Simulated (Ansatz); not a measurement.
# SiO2: the cost of one run

Program: Ansatz 0.2.0. Level of theory: DFT r2SCAN, scalar-relativistic, plane waves, PAW. These are calculated values, not measurements.

4 further runs of the same task are left out: 1 that didn't finish, 3 set aside as unsound or not needed.

## (1) The starting structure

The structure is hexagonal, space group P6_422 (No. 181). Conventional cell: a = 5.060 Å, b = 5.060 Å, c = 5.541 Å, α = 90.00°, β = 90.00°, γ = 120.00°. Si (site symmetry 222) is surrounded by 4 O at 1.61 Å. Around O (site symmetry 2) lie 2 Si at 1.61 Å.

As a file:

```
CELL_PARAMETERS angstrom
5.05968 0.00000 0.00000
-2.52984 4.38181 0.00000
0.00000 0.00000 5.54109
ATOMIC_POSITIONS crystal
Si 0.00000 0.50000 0.33333
Si 0.50000 0.50000 0.66667
Si 0.50000 0.00000 0.00000
O 0.58350 0.79175 0.83333
O 0.79175 0.58350 0.50000
O 0.79175 0.20825 0.16667
O 0.41650 0.20825 0.83333
O 0.20825 0.41650 0.50000
O 0.20825 0.79175 0.16667
```

It goes back to an entry of the Materials Project, which need not be the stable form.

It is the result of an earlier relaxation at this level (volume 13.65 Å³/atom; gap on the mesh: 6.30 eV).

## (2) Reference cell for the strains

input.yaml reads:

```yaml
crystal:
  lattice:
    - [5.0596778423, 0.0, 0.0]
    - [-2.5298389212, 4.3818095464, 0.0]
    - [0.0, 0.0, 5.5410856278]
  atoms:
    - { symbol: Si, position: [0.0, 0.5, 0.3333333333] }
    - { symbol: Si, position: [0.5, 0.5, 0.6666666667] }
    - { symbol: Si, position: [0.5, 0.0, 0.0] }
    - { symbol: O, position: [0.5834989526, 0.7917494763, 0.8333333333] }
    - { symbol: O, position: [0.7917494763, 0.5834989526, 0.5] }
    - { symbol: O, position: [0.7917494763, 0.2082505237, 0.1666666667] }
    - { symbol: O, position: [0.4165010474, 0.2082505237, 0.8333333333] }
    - { symbol: O, position: [0.2082505237, 0.4165010474, 0.5] }
    - { symbol: O, position: [0.2082505237, 0.7917494763, 0.1666666667] }
basis:
  ecutwfc: 500
kpoints:
  mp_grid: { grid: [6, 6, 4] }
hamiltonian:
  xc: r2scan
scf:
  occupations: { method: gaussian, width: 0.02 }
output:
  forces: true
  stress: true
  eigenvalues: true
```

On the command line:

```bash
$ ansatz run input.yaml --threads 2 --pin off --max-ram 5120MiB --backend cpu --events-out ev --progress --plain --runs-dir out
```

Q: Estimate wall time and peak memory on 2 threads of Arm Neoverse V1, shared host.

About 8.6 s, with a peak of 0.63 GiB.
